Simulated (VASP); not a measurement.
# Sn (I4/mmm) in VASP: settings compared

One crystal, Sn, is run at these levels: PBEsol, r2SCAN, LDA; tasks: relaxation of cell and atoms.

Program: VASP 6.6.1. These are calculated values, not measurements. Logs are shortened: lines on timing, memory, paths and dates and some standing lists are left out, and cuts for length are marked.

### 1 Starting point

Symmetry: I4/mmm, No. 139, tetragonal system. The conventional cell has a = 4.058 Å, b = 4.058 Å, c = 3.322 Å, α = 90.00°, β = 90.00°, γ = 90.00°. Around Sn (site symmetry 4/mmm) lie 10 Sn at 3.32 Å.

This isn't the form of Sn at room conditions, which is tetragonal (white tin).

### 2 Relaxation of cell and atoms, PBEsol

Contents of INCAR:

```
  PREC = Accurate
  ENCUT = 600
  EDIFF = 1E-6
  ISMEAR = -1
  SIGMA = 0.05
  LREAL = F
  LASPH = T
  NELM = 80
  ALGO = Fast
  ISIF = 3
  LWAVE = F
  LCHARG = F
  GGA = PS
  IBRION = 2
  NSW = 60
  EDIFFG = -0.01
```

Contents of KPOINTS:

```
Automatic mesh
0
Gamma
  8 8 8
```

Contents of POSCAR:

```
Sn
1.0
   -2.0291894110      2.0291894110      1.6607599896
    2.0291894110     -2.0291894110      1.6607599896
    2.0291894110      2.0291894110     -1.6607599896
Sn
1
Direct
    0.0000000000      0.0000000000      0.0000000000
```

Potentials or basis: VASP PAW PBE potentials, release 64 (Sn_d).

Run with:

```
cat potpaw_PBE.64/Sn_d/POTCAR > POTCAR
mpirun -np 1 vasp_std > vasp.out
```

OUTCAR:

```text
PREC = Accurate
   ENCUT = 600
   EDIFF = 1E-6
   ISMEAR = -1
   LREAL = F
   LASPH = T
   NELM = 80
   ISIF = 3
   GGA = PS
   IBRION = 2
   NSW = 60
   EDIFFG = -0.01

 ion  position               nearest neighbor table
   1  0.000  0.000  0.000-

  LATTYP: Found a body centered tetragonal cell.
 ALAT       =     4.0583788220
 C/A-ratio  =     0.8184351745

  Lattice vectors:

 A1 = (  -2.0291894110,   2.0291894110,   1.6607599896)
 A2 = (   2.0291894110,  -2.0291894110,   1.6607599896)
 A3 = (   2.0291894110,   2.0291894110,  -1.6607599896)

Analysis of symmetry for initial positions (statically):
=====================================================================
 Subroutine PRICEL returns:
 Original cell was already a primitive cell.

 Routine SETGRP: Setting up the symmetry group for a
 body centered tetragonal supercell.

 Subroutine GETGRP returns: Found 16 space group operations
 (whereof 16 operations were pure point group operations)
 out of a pool of 16 trial point group operations.

The static configuration has the point symmetry D_4h.

Analysis of symmetry for dynamics (positions and initial velocities):
=====================================================================
 Subroutine PRICEL returns:
 Original cell was already a primitive cell.

 Routine SETGRP: Setting up the symmetry group for a
 body centered tetragonal supercell.

 Subroutine GETGRP returns: Found 16 space group operations
 (whereof 16 operations were pure point group operations)
 out of a pool of 16 trial point group operations.

The dynamic configuration has the point symmetry D_4h.

 Subroutine INISYM returns: Found 16 space group operations
 (whereof 16 operations are pure point group operations),
 and found     1 'primitive' translations

----------------------------------------------------------------------------------------

                                     Primitive cell

  volume of cell :      27.3534

  direct lattice vectors                    reciprocal lattice vectors
    -2.029189411  2.029189411  1.660759990     0.000000000  0.246403809  0.301066983
     2.029189411 -2.029189411  1.660759990     0.246403809  0.000000000  0.301066983
     2.029189411  2.029189411 -1.660759990     0.246403809  0.246403809  0.000000000

  length of vectors
     3.315621069  3.315621069  3.315621069     0.389045197  0.389045197  0.348467608

  position of ions in fractional coordinates (direct lattice)
     0.000000000  0.000000000  0.000000000

  ion indices of the primitive-cell ions
   primitive index   ion index
                 1           1

----------------------------------------------------------------------------------------

 KPOINTS: Automatic mesh

Automatic generation of k-mesh.
 Grid dimensions read from file:
 generate k-points for:    8    8    8

 Generating k-lattice:

  Cartesian coordinates                     Fractional coordinates (reciprocal lattice)
     0.000000000  0.030800476  0.037633373     0.125000000  0.000000000  0.000000000
     0.030800476  0.000000000  0.037633373     0.000000000  0.125000000  0.000000000
     0.030800476  0.030800476  0.000000000     0.000000000  0.000000000  0.125000000

  Length of vectors
     0.048630650  0.048630650  0.043558451

  Shift w.r.t. Gamma in fractional coordinates (k-lattice)
     0.000000000  0.000000000  0.000000000

 Subroutine IBZKPT returns following result:
 ===========================================

 Found     59 irreducible k-points:

 Following reciprocal coordinates:
            Coordinates               Weight
  0.000000  0.000000  0.000000      1.000000
  0.125000  0.000000 -0.000000      8.000000
  0.250000  0.000000 -0.000000      8.000000
  0.375000  0.000000  0.000000      8.000000
  0.500000  0.000000 -0.000000      4.000000
  0.125000  0.125000 -0.000000      8.000000
[... 16 lines left out ...]
  0.250000  0.125000  0.125000     16.000000
  0.375000  0.125000  0.125000      8.000000
 [... further k-points ...]
   k-points           NKPTS =     59   k-points in BZ     NKDIM =     59   number of bands    NBANDS=     11
   number of dos      NEDOS =    301   number of ions     NIONS =      1
   total plane-waves  NPLWV =  21952
   dimension x,y,z NGX =    28 NGY =   28 NGZ =   28
   dimension x,y,z NGXF=    56 NGYF=   56 NGZF=   56
   ions per type =               1
   NGX,Y,Z   is equivalent  to a cutoff of  14.04, 14.04, 14.04 a.u.
   NGXF,Y,Z  is equivalent  to a cutoff of  28.08, 28.08, 28.08 a.u.
 SYSTEM =  unknown system
   PREC   = accura    normal or accurate (medium, high low for compatibility)
   ISTART =      0    job   : 0-new  1-cont  2-samecut
   ICHARG =      2    charge: 1-file 2-atom 10-const
   ISPIN  =      1    spin polarized calculation?
   LNONCOLLINEAR =      F non collinear calculations
   LSORBIT =      F    spin-orbit coupling
   LASPH  =      T    aspherical Exc in radial PAW
   ENCUT  =  600.0 eV  44.10 Ry    6.64 a.u.   6.62  6.62  6.62*2*pi/ulx,y,z
   NELM   =     80;   NELMIN=  2; NELMDL= -5     # of ELM steps
   EDIFF  = 0.1E-05   stopping-criterion for ELM
   LREAL  =      F    real-space projection
   EDIFFG = -.1E-01   stopping-criterion for IOM
   NSW    =     60    number of steps for IOM
   IBRION =      2    ionic relax: 0-MD 1-quasi-New 2-CG
   NFREE  =      1    steps in history (QN), initial steepest desc. (CG)
   ISIF   =      3    stress and relaxation
   ISYM   =      2    0-nonsym 1-usesym 2-fastsym
   POTIM  = 0.5000    time-step for ionic-motion
   TEBEG  =    0.0;   TEEND  =   0.0 temperature during run
   PSTRESS=    0.0 pullay stress
   NELECT =      14.0000    total number of electrons
   NUPDOWN=      -1.0000    fix difference up-down
   EMIN   =  10.00;   EMAX   =-10.00  energy-range for DOS
   EFERMI =   0.00;   METHOD = LEGACY
   ISMEAR =    -1;   SIGMA  =   0.05  broadening in eV -4-tet -1-fermi 0-gaus
   EFERMI_NEDOS =   21; number of points for ismear=-14 and -15
   IALGO  =     68    algorithm
   IMIX   =      4    mixing-type and parameters
     AMIX     =   0.40;   BMIX     =  1.00
     AMIX_MAG =   1.60;   BMIX_MAG =  1.00
  volume/ion in A,a.u.               =      27.35       184.59
  Fermi-wavevector in a.u.,A,eV,Ry     =   1.309524  2.474642 23.331997  1.714853
  Thomas-Fermi vector in A             =   2.440117
   LORBIT       =      0    0 simple, 1 ext, 2 COOP (PROOUT), +10 PAW based schemes
   GGA     = PS    functional components
   LHFCALC =     F    Hartree Fock is set to
   AEXX    =    0.0000 exact exchange contribution
   IVDW    =     0    specifies the selected vdW correction
   LEPSILON=     F    determine dielectric tensor
   LRPA    =     F    only Hartree local field effects (RPA)
 conjugate gradient relaxation of ions
 non-spin polarized calculation
 RMM-DIIS sequential band-by-band and
  energy-cutoff  :      600.00
  volume of cell :       27.35
 maximum number of plane-waves:       935
 NGX is ok and might be reduce to    28
   NGX = 13   NGY = 13   NGZ = 13

--------------------------------------- Ionic step        1  -------------------------------------------

 number of electron      14.0000001 magnetization

 Free energy of the ion-electron system (eV)
  ---------------------------------------------------
  ext. energy  EPLUGINS =         0.00000000
  ---------------------------------------------------
  free energy    TOTEN  =        -4.25042324 eV

  energy without entropy =       -4.24597030  energy(sigma->0) =       -4.24819677

------------------------ aborting loop because EDIFF is reached ----------------------------------------

  FORCE on cell =-STRESS in cart. coord.  units (eV):
  Direction    XX          YY          ZZ          XY          YZ          ZX
  --------------------------------------------------------------------------------------
  -------------------------------------------------------------------------------------
  Total       -0.2946436     -0.2946436     -0.3753340      0.0000000     -0.0000000      0.0000000
  in kB      -17.2582002    -17.2582002    -21.9844910      0.0000000     -0.0000000      0.0000000
  external PRESSURE =     -18.8336305 kB  Pullay stress =       0.0000000 kB

 VOLUME and BASIS-vectors are now :
 -----------------------------------------------------------------------------
  energy-cutoff  :      600.00
  volume of cell :       27.35
      direct lattice vectors                 reciprocal lattice vectors
    -2.029189411  2.029189411  1.660759990     0.000000000  0.246403809  0.301066983
     2.029189411 -2.029189411  1.660759990     0.246403809  0.000000000  0.301066983
     2.029189411  2.029189411 -1.660759990     0.246403809  0.246403809  0.000000000
[... 176 lines left out ...]
 POSITION                                       TOTAL-FORCE (eV/Angst)
 -----------------------------------------------------------------------------------
      0.00000      0.00000      0.00000        -0.000000      0.000000      0.000000
 -----------------------------------------------------------------------------------
    total drift:                                0.000000     -0.000000     -0.000000

  FREE ENERGIE OF THE ION-ELECTRON SYSTEM (eV)
  ---------------------------------------------------
  free  energy   TOTEN  =        -4.2572630770 eV

  energy  without entropy=       -4.2524041104  energy(sigma->0) =       -4.25483359

--------------------------------------- Ionic step        7  -------------------------------------------

 number of electron      14.0000003 magnetization

 Free energy of the ion-electron system (eV)
  ---------------------------------------------------
  ext. energy  EPLUGINS =         0.00000000
  ---------------------------------------------------
  free energy    TOTEN  =        -4.25727370 eV

  energy without entropy =       -4.25228669  energy(sigma->0) =       -4.25478019

 E-fermi :   8.3715     XC(G=0): -10.6454

 val. band max:        8.3667793420   @ k =  -0.2500   0.3750   0.2500
 cond. band min:       8.4554139058   @ k =   0.2500   0.2500  -0.0000
 fundamental gap:      0.0886345638
 Fermi energy:         8.3715054503

 k-point     1 :       0.0000    0.0000    0.0000
  band No.  band energies     occupation
      1     -13.1879      2.00000
      2     -13.1043      2.00000
      3     -13.0935      2.00000
      4     -13.0935      2.00000
      5     -12.9678      2.00000
      6      -3.0511      2.00000
      7      15.1848      0.00000
      8      15.1848      0.00000
      9      18.1653      0.00000
     10      18.6482      0.00000
     11      19.7902      0.00000

 k-point     2 :       0.1250    0.0000   -0.0000
  band No.  band energies     occupation
      1     -13.1733      2.00000
      2     -13.0990      2.00000
      3     -13.0864      2.00000
      4     -13.0775      2.00000
      5     -12.9769      2.00000
      6      -2.6656      2.00000
      7      14.1895      0.00000
      8      14.2871      0.00000
      9      15.7606      0.00000
     10      19.0302      0.00000
     11      19.1344      0.00000
[... 295 lines left out ...]
 k-point    24 :       0.3750    0.1250    0.1250
  band No.  band energies     occupation
      1     -13.1772      2.00000
      2     -13.1227      2.00000
      3     -13.0129      2.00000
      4     -12.9642      2.00000
      5     -12.9386      2.00000
      6       2.9356      2.00000
      7       4.6053      2.00000
      8       9.0265      0.00000
      9       9.8118      0.00000
     10      19.3332      0.00000
     11      19.4878      0.00000

 [... further k-points ...]

------------------------ aborting loop because EDIFF is reached ----------------------------------------

  FORCE on cell =-STRESS in cart. coord.  units (eV):
  Direction    XX          YY          ZZ          XY          YZ          ZX
  --------------------------------------------------------------------------------------
  -------------------------------------------------------------------------------------
  Total        0.0003302      0.0003302     -0.0012797      0.0000000     -0.0000000      0.0000000
  in kB        0.0200958      0.0200958     -0.0778869      0.0000000     -0.0000000      0.0000000
  external PRESSURE =      -0.0125651 kB  Pullay stress =       0.0000000 kB

 VOLUME and BASIS-vectors are now :
 -----------------------------------------------------------------------------
  energy-cutoff  :      600.00
  volume of cell :       26.32
      direct lattice vectors                 reciprocal lattice vectors
    -2.010956456  2.010956456  1.627343819     0.000000000  0.248637905  0.307249147
     2.010956456 -2.010956456  1.627343819     0.248637905  0.000000000  0.307249147
     2.010956456  2.010956456 -1.627343819     0.248637905  0.248637905  0.000000000

 POSITION                                       TOTAL-FORCE (eV/Angst)
 -----------------------------------------------------------------------------------
      0.00000      0.00000      0.00000         0.000000      0.000000      0.000000
 -----------------------------------------------------------------------------------
    total drift:                               -0.000000     -0.000000     -0.000000

  FREE ENERGIE OF THE ION-ELECTRON SYSTEM (eV)
  ---------------------------------------------------
  free  energy   TOTEN  =        -4.2572736968 eV

  energy  without entropy=       -4.2522866901  energy(sigma->0) =       -4.25478019

 reached required accuracy - stopping structural energy minimisation
```

Wall time 69 s (1 thread of Intel Xeon Platinum 8488C (Sapphire Rapids), shared host); peak memory 0.17 GiB.

Results:

- Free energy: -4.2573 eV
- Relaxed volume: 26.32 Å³/atom
- Relaxed cell: a = 3.277 Å, b = 3.277 Å, c = 3.277 Å, α = 104.28°, β = 104.28°, γ = 120.44°
- Space group after relaxing (to 0.05 Å): I4/mmm (No. 139)
- Energy gained by relaxing: 6.9 meV/atom
- Ionic steps: 7
- Pressure after relaxing: 0.0 GPa
- Band gap on the k mesh: none (metal or under the smearing width)

Step by step:
```tsv
step	energy change (eV)	largest force (eV/Å)	pressure (GPa)	volume (Å³)
1	0.0000	0.0000	-1.88	27.35
2	-0.0064	0.0000	0.44	26.10
3	-0.0067	0.0000	0.06	26.29
4	-0.0067	0.0000	-0.05	26.32
5	-0.0068	0.0000	0.01	26.32
6	-0.0068	0.0000	0.00	26.33
7	-0.0069	0.0000	0.00	26.32
```

Final structure:
```xyz
1
Lattice="-2.0110 2.0110 1.6273 2.0110 -2.0110 1.6273 2.0110 2.0110 -1.6273" Properties=species:S:1:pos:R:3 pbc="T T T"
Sn    0.0000    0.0000    0.0000
```

Levels at points of the mesh, in eV from the Fermi level:
| k point | band 4 | band 5 | band 6 | band 7 | band 8 | band 9 | band 10 | band 11 |
| --- | --- | --- | --- | --- | --- | --- | --- | --- |
| (0.00, 0.00, 0.00) | -21.47 | -21.34 | -11.42 | 6.81 | 6.81 | 9.79 | 10.28 | 11.42 |
| (0.50, 0.00, 0.00) | -21.30 | -21.29 | -5.82 | -4.42 | 3.07 | 4.28 | 7.26 | 7.38 |
| (0.50, 0.50, 0.00) | -21.39 | -21.29 | -7.51 | -4.99 | 6.08 | 8.04 | 10.77 | 11.24 |
| (0.50, 0.50, 0.50) | -21.31 | -21.27 | -3.44 | -1.79 | -1.79 | 2.70 | 2.88 | 6.32 |

Caveat: the PAW data sets were made with another functional, which shifts forces and pressure a little.

### 3 Relaxation of cell and atoms, r2SCAN

Contents of INCAR:

```
SYSTEM = Sn
  ALGO = Normal
  EDIFF = 1E-7
  EDIFFG = -0.005
  ENCUT = 600
  IBRION = 2
  ISIF = 3
  ISMEAR = -1
  LASPH = .True.
  LCHARG = .False.
  LMIXTAU = .True.
  LREAL = .False.
  LWAVE = .False.
  METAGGA = R2SCAN
  NELM = 80
  NSW = 40
  PREC = Accurate
  SIGMA = 0.05
```

Contents of KPOINTS:

```
k-points
0
Gamma
  8 8 8
  0 0 0
```

POSCAR is that of step 2.

Potentials or basis: VASP PAW PBE potentials, release 64 (Sn_d).

Run with:

```
cat potpaw_PBE.64/Sn_d/POTCAR > POTCAR
mpirun -np 1 vasp_std > vasp.out
```

Wall time 5 min (1 thread of AMD EPYC 9R45 (Zen 5), shared host); peak memory 0.16 GiB.

It converged, with:

* Free energy: -24.5449 eV
* Relaxed volume: 27.11 Å³/atom
* Relaxed cell: a = 3.313 Å, b = 3.313 Å, c = 3.313 Å, α = 103.98°, β = 103.98°, γ = 121.11°
* Space group after relaxing (to 0.05 Å): I4/mmm (No. 139)
* Energy gained by relaxing: 4.1 meV/atom
* Ionic steps: 7
* Pressure after relaxing: 0.0 GPa
* Band gap on the k mesh: none (metal or under the smearing width)

Step by step:
| step | energy change (eV) | largest force (eV/Å) | pressure (GPa) | volume (Å³) |
| --- | --- | --- | --- | --- |
| 1 | 0.0000 | 0.0000 | -0.59 | 27.35 |
| 2 | -0.0036 | 0.0000 | 0.27 | 26.96 |
| 3 | -0.0037 | 0.0000 | 0.44 | 26.88 |
| 4 | -0.0040 | 0.0000 | 0.06 | 27.10 |
| 5 | -0.0041 | 0.0000 | 0.14 | 27.05 |
| 6 | -0.0041 | 0.0000 | -0.05 | 27.13 |
| 7 | -0.0041 | 0.0000 | 0.00 | 27.11 |

Final structure:
```
CELL_PARAMETERS angstrom
-2.03998 2.03998 1.62857
2.03998 -2.03998 1.62857
2.03998 2.03998 -1.62857
ATOMIC_POSITIONS crystal
Sn 0.00000 0.00000 0.00000
```

Levels at points of the mesh, in eV from the Fermi level:
| k point | band 4 | band 5 | band 6 | band 7 | band 8 | band 9 | band 10 | band 11 |
| --- | --- | --- | --- | --- | --- | --- | --- | --- |
| (0.00, 0.00, 0.00) | -22.26 | -22.14 | -11.77 | 6.90 | 6.90 | 10.27 | 10.29 | 11.98 |
| (0.50, 0.00, 0.00) | -22.10 | -22.09 | -5.90 | -4.54 | 3.09 | 4.49 | 7.53 | 7.72 |
| (0.50, 0.50, 0.00) | -22.19 | -22.09 | -7.82 | -5.09 | 6.48 | 8.47 | 11.31 | 11.91 |
| (0.50, 0.50, 0.50) | -22.11 | -22.07 | -3.61 | -2.00 | -2.00 | 3.08 | 3.31 | 6.85 |

Caveat: the PAW data sets were made with another functional, which shifts forces and pressure a little.

### 4 Relaxation of cell and atoms, LDA

Contents of INCAR:

```
ALGO = Fast
EDIFF = 1E-6
EDIFFG = -0.02
ENCUT = 600
GGA = CA
IBRION = 2
ISIF = 3
ISMEAR = -1
LASPH = T
LCHARG = F
LREAL = F
LWAVE = F
NELM = 60
NSW = 40
PREC = Accurate
SIGMA = 0.05
```

Contents of KPOINTS:

```
k-points
0
Gamma
  8 8 8
```

POSCAR is that of step 3.

Potentials or basis: VASP PAW LDA potentials, release 64 (Sn_d).

Run with:

```
cat potpaw_LDA.64/Sn_d/POTCAR > POTCAR
mpirun -np 1 vasp_std > vasp.out
```

It took 87 s on 1 thread of Intel Xeon Platinum 8259CL at 2.50GHz (Skylake/Cascade Lake), shared host; peak memory 0.16 GiB.

The run converged. Its results:

```
Free energy                            : -4.4694 eV
Relaxed volume                         : 25.69 Å³/atom
Relaxed cell                           : a = 3.251 Å, b = 3.251 Å, c = 3.251 Å, α = 104.21°, β = 104.21°, γ = 120.60°
Space group after relaxing (to 0.05 Å) : I4/mmm (No. 139)
Energy gained by relaxing              : 18.6 meV/atom
Ionic steps                            : 7
Pressure after relaxing                : 0.0 GPa
Band gap on the k mesh                 : none (metal or under the smearing width)
```

The path:
| step | energy change (eV) | largest force (eV/Å) | pressure (GPa) | volume (Å³) |
| --- | --- | --- | --- | --- |
| 1 | 0.0000 | 0.0000 | -3.19 | 27.35 |
| 2 | -0.0170 | 0.0000 | 0.95 | 25.25 |
| 3 | -0.0182 | 0.0000 | 0.04 | 25.65 |
| 4 | -0.0182 | 0.0000 | -0.09 | 25.68 |
| 5 | -0.0185 | 0.0000 | -0.01 | 25.68 |
| 6 | -0.0185 | 0.0000 | -0.01 | 25.69 |
| 7 | -0.0186 | 0.0000 | -0.01 | 25.69 |

Final structure:
```
CELL_PARAMETERS angstrom
-1.99678 1.99678 1.61069
1.99678 -1.99678 1.61069
1.99678 1.99678 -1.61069
ATOMIC_POSITIONS crystal
Sn 0.00000 0.00000 0.00000
```

Levels at points of the mesh, in eV from the Fermi level:
| k point | band 4 | band 5 | band 6 | band 7 | band 8 | band 9 | band 10 | band 11 |
| --- | --- | --- | --- | --- | --- | --- | --- | --- |
| (0.00, 0.00, 0.00) | -21.49 | -21.35 | -11.61 | 6.86 | 6.86 | 9.98 | 10.44 | 11.63 |
| (0.50, 0.00, 0.00) | -21.31 | -21.29 | -5.86 | -4.51 | 3.08 | 4.31 | 7.46 | 7.54 |
| (0.50, 0.50, 0.00) | -21.41 | -21.30 | -7.62 | -5.10 | 6.19 | 8.18 | 11.08 | 11.51 |
| (0.50, 0.50, 0.50) | -21.32 | -21.28 | -3.46 | -1.87 | -1.87 | 2.77 | 2.97 | 6.55 |

### 5 The runs side by side

| level | potentials or basis | gap on the mesh (eV) | pressure (GPa) | relaxed volume (Å³/atom) |
| --- | --- | --- | --- | --- |
| PBEsol | VASP PAW PBE potentials, release 64 (Sn_d) | none | 0.0 | 26.32 |
| r2SCAN | VASP PAW PBE potentials, release 64 (Sn_d) | none | 0.0 | 27.11 |
| LDA | VASP PAW LDA potentials, release 64 (Sn_d) | none | 0.0 | 25.69 |

Alike in all rows: task relaxation of cell and atoms; no spin polarisation; cell relaxed; k mesh 8 × 8 × 8; cutoff (eV) 600; smearing fermi-dirac 0.05 eV.

Caveats: the PAW data sets were made with another functional, which shifts forces and pressure a little (some runs).

Absolute energies hang on the potentials; compare differences alone.
